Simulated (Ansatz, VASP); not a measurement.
BN: VASP beside Ansatz

```
B N
1.0
     0.00000    3.33948    2.16883
     1.25384    0.00000    2.16883
     1.25384    3.33948    0.00000
B N
1 1
Direct
  0.00011 0.00011 0.99989
  0.66659 0.66659 0.33341
```

Alike in both runs: task relaxation of cell and atoms; functional PBE; k mesh 12 × 12 × 12; occupations gaussian, width 0.02 eV; no spin polarisation.

|  | VASP | Ansatz |
| --- | --- | --- |
| version | VASP 6.6.1 | Ansatz 0.2.0 |
| potentials or method | VASP PAW PBE potentials, release 64 (B, N) | scalar-relativistic, plane waves, PAW |
| plane-wave cutoff (eV) | 600 | 420 |
| valence electrons in the cell | 8 | 8 |

Ansatz gave:

| Quantity | Value |
| --- | --- |
| gap on the k mesh at the Fermi level, each at its own relaxed structure (eV) | 4.34 |
| relaxed volume (Å³/atom) | 11.53 |
| relaxed cell length with the largest relative difference (Å) | 4.401 |
| energy change over the relaxation (meV/atom) | -14 |

What did VASP give for the same quantities?

gap on the k mesh at the Fermi level, each at its own relaxed structure (eV): 4.16; relaxed volume (Å³/atom): 10.53; relaxed cell length with the largest relative difference (Å): 4.052; energy change over the relaxation (meV/atom): -10.

One of these differences is far larger than is usual between the two programs; its cause wasn't traced.

Caveats: the volume moved by over 15 % at a fixed basis, so the end points are rough (VASP). A k mesh can miss the band edges. Expect the measured gap to be larger: semilocal functionals such as PBE lack the derivative discontinuity.
